**Q:** I know sapphire as a wide-gap insulator. What gap do these calculations give, and how far is it from the real one?

**A:** Three sizes are worth remembering: a computed gap of about 6 eV, a real one of roughly 9 eV, and a change of at most about a quarter of an eV when one of these functionals is replaced by another.

Kohn-Sham band gaps of corundum, Al2O3 (R-3c, 10-atom cell), from VASP 6.6.1 plane-wave DFT with PAW potentials, at the same fixed geometry in every row. The runs use a 7×7×7 k mesh and a smearing width of 0.05 eV, without spin polarisation, spin-orbit coupling or a dispersion correction; the gaps are taken along a path of special points.

| functional | potentials | wave cutoff | gap on path (eV) | direct gap on path (eV) |
| --- | --- | --- | --- | --- |
| PBE | VASP PAW PBE potentials, hard | 900 eV | 6.217 | 6.217 |
| revPBE | VASP PAW PBE potentials, recommended | 520 eV | 6.291 | 6.291 |
| BLYP | VASP PAW PBE potentials, recommended | 520 eV | 6.479 | 6.479 |
| AM05 | VASP PAW PBE potentials, recommended | 520 eV | 6.217 | 6.217 |
| PW91 | VASP PAW PBE potentials, recommended | 520 eV | 6.260 | 6.260 |

The band steps of PBE, BLYP and PW91 used Gaussian smearing. With a gap this wide the kind of smearing doesn't matter.

All five functionals are semilocal: at each point they use only the electron density and its gradient. Against a rough recalled measured value of 8.8 eV, they fall short by 26 to 29 %. The vibrations of the real crystal, which the calculation leaves out, narrow its gap, so they can't excuse the shortfall.

**Q:** Which functional gives the largest gap? And do the two gap columns confirm each other?

**A:** BLYP does, with 6.48 eV. Among the four rows that share potentials and cutoff, the order is AM05, PW91, revPBE, BLYP. The first three span about 0.07 eV, and BLYP stands 0.19 eV above revPBE. All rows use potentials generated for PBE, which leaves a small inconsistency in the other functionals' rows; its size is untested here.

The two columns are one result. "Gap on path" is the smallest distance between any filled and any empty level along the path, while "direct gap on path" compares levels of the same wavevector. Here the highest filled and the lowest empty level both lie at Γ, the point of zero wavevector, so the two numbers coincide.

**Q:** The atoms sit in the same places every time. Why does the gap move at all?

**A:** Because the two levels that define it feel different parts of the crystal. The highest filled states are mainly oxygen 2p lobes, packed close to the oxygen nuclei. The lowest empty state is s-like and spreads over oxygen, aluminium and the space between them. This is the usual picture of such an oxide.

A new functional changes the potential by an amount that varies from place to place. To first order, each level shifts by the average of that change over its own electron cloud, and the gap shifts by the difference of the two averages. A change that is equal everywhere drops out. To guess what happens in another material, ask how differently its two edge states are distributed: if they occupy the same regions, a new functional moves them together.

BLYP differs from the other functionals in both exchange and correlation. Which of the two opens the gap is untested here.

**Q:** Then do all the empty levels move up together?

**A:** That is the simplest model, a rigid shift: if the empty states are spread out in similar ways, they should all move by the same amount against the filled ones. The second empty level at Γ, taken from the same calculations, tests it. I start from PW91 and use only the change of the gap.

For BLYP the gap grows by 6.479 − 6.260 = 0.219 eV, so the second level should also rise by about 0.22 eV above the highest filled one. The calculation gives 0.25 eV, so the model catches about nine tenths of the rise. For AM05 it fails: the gap shrinks by 0.04 eV, but the second level comes down by 0.13 eV. The two empty states must therefore sample the potential differently, and AM05 brings this out. Stretching all level distances in proportion to the gap does no better overall, as the output below shows.

**Q:** PBE and AM05 agree to the last digit. Are they equivalent for alumina?

**A:** No. Their gaps agree, but their second empty levels differ by about 0.1 eV. The PBE row also uses a harder oxygen potential and a higher cutoff, so its small distances from the other rows mix the functional with these settings. One equal number is weak evidence that two methods describe a material in the same way.

**Q:** Why do all five miss the real gap by so much more than they differ from each other?

**A:** They share the same omission. A real gap is an energy balance: the cost of removing an electron from the crystal, less the energy gained by adding one elsewhere. The table gives a distance between levels at a fixed number of electrons. In the exact theory, the potential jumps by a constant when an electron is added across the gap, and that jump belongs to the real gap. A semilocal potential follows the density smoothly and has no such jump.

The hydrogen atom shows the extreme case. If both spins share one orbital, its 1s level is half full, so the highest occupied level and the lowest one with room are the same, and their distance is zero. Yet moving an electron from one atom to another far away costs about 13 eV. In corundum the filled and empty bands are distinct and the other electrons screen the added charge, so the level distance already gives most of the gap.

**Q:** I work on gate dielectrics. Should I take BLYP, since it comes closest?

**A:** Not for that reason. When the silicon gap lies inside the oxide gap, the barriers for electrons and for holes add up to the difference of the two gaps. With roughly 1.1 eV for silicon, the measured corundum gap leaves 7.7 eV for the two barriers together, while the computed gaps leave 5.1 to 5.4 eV. Tunnelling falls off steeply as a barrier rises, so wherever the missing part of the gap makes a barrier too low, the estimated leakage comes out too high. Going from PBE to BLYP recovers only a tenth of the shortfall.

Be careful when you compare with your own films. Deposited alumina is often amorphous and has a smaller gap than the crystal, so a match with one of these numbers would be a coincidence.

**Q:** Which digits would survive if each functional chose its own cell size?

**A:** I would trust "about 6 eV", but not the order of the rows. In this cell revPBE is under a pressure of about 11 GPa and AM05 under 2 GPa, so both would expand, revPBE more. Expansion normally narrows such a gap, because the spread-out empty state loses kinetic energy when it has more room.

The two gaps differ by 6.291 − 6.217 = 0.074 eV and the pressures by 8.75 GPa. Suppose both gaps fall at the same rate as the pressure is released. If that rate is more than 0.074/8.75, or about 0.008 eV per GPa, AM05 ends up above revPBE. That is little more than a thousandth of the gap per GPa, so a reversal is quite possible, though untested here. No pressure is given for BLYP, so whether it would keep its lead is untested too. The table ranks the functionals in this fixed cell, not for relaxed alumina.

Printed output of the fit:

```
Gap and shortfall against a rough measured 8.8 eV:
     row  gap_eV  shortfall_eV  shortfall_percent
     PBE   6.217         2.583              29.35
  revPBE   6.291         2.509              28.51
    BLYP   6.479         2.321              26.38
    AM05   6.217         2.583              29.35
    PW91    6.26          2.54              28.86
Spread of the gap over all rows, eV: 0.262
Step AM05 to PW91, eV: 0.043
Step PW91 to revPBE, eV: 0.031
Step revPBE to BLYP, eV: 0.188
Share of the matched spread in the last step, percent: 71.76
PBE less revPBE with potential and cutoff also changed, eV: -0.074
Range of the filled level about 0.5 eV below the top, eV: 0.027
Changes from PW91 and model misses:
     row  gap_change_eV  second_level_change_eV  rigid_miss_eV  scaling_miss_eV
     PBE         -0.043                  -0.025         -0.018         -0.03798
  revPBE          0.031                   0.052         -0.021        -0.006594
    BLYP          0.219                   0.246         -0.027          0.07477
    AM05         -0.043                  -0.131          0.088          0.06802
    PW91              0                       0              0                0
Rms miss of rigid shift on revPBE BLYP AM05, eV: 0.05451
Rms miss of scaling on revPBE BLYP AM05, eV: 0.05848
Pressure of revPBE less that of AM05, GPa: 8.753
Gap slope that would reverse revPBE and AM05 on relaxation, meV per GPa: 8.454
Sum of both barriers to silicon from the smallest computed gap, eV: 5.117
Sum of both barriers to silicon from the largest computed gap, eV: 5.379
Sum of both barriers to silicon from the rough measured gap, eV: 7.7
```
